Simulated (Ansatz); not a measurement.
PbS:

```
CELL_PARAMETERS angstrom
4.08970 0.00000 0.00000
-2.04485 3.54178 0.00000
0.00000 0.00000 3.78817
ATOMIC_POSITIONS crystal
Pb 0.00000 0.00000 0.00000
S 0.66667 0.33333 0.50000
```

Measurements of this composition are mostly on another form, of space group No. 225.

Base run:

| Item | Value |
| --- | --- |
| Program | Ansatz 0.2.0 |
| Functional | PBE |
| Potentials or basis | Ansatz PAW |
| Cutoff | 420 eV (not typed: the program's choice for these potentials) |
| k mesh | 8 × 8 × 7 |
| Occupations | gaussian, width 0.011 eV |
| Spin | no spin polarisation |

Its results: pressure 0.1 GPa.

**Question.** The run is repeated on the same cell with these changes: functional from PBE to LDA; occupations from gaussian, width 0.011 eV to fermi-dirac, width 0.05 eV. What comes out?

**Answer.** Pressure -4.4 GPa.

Caveats: the PAW data sets come from PBE, with cores solved anew for the run's functional, which leaves a small shift of forces and pressure (some runs).
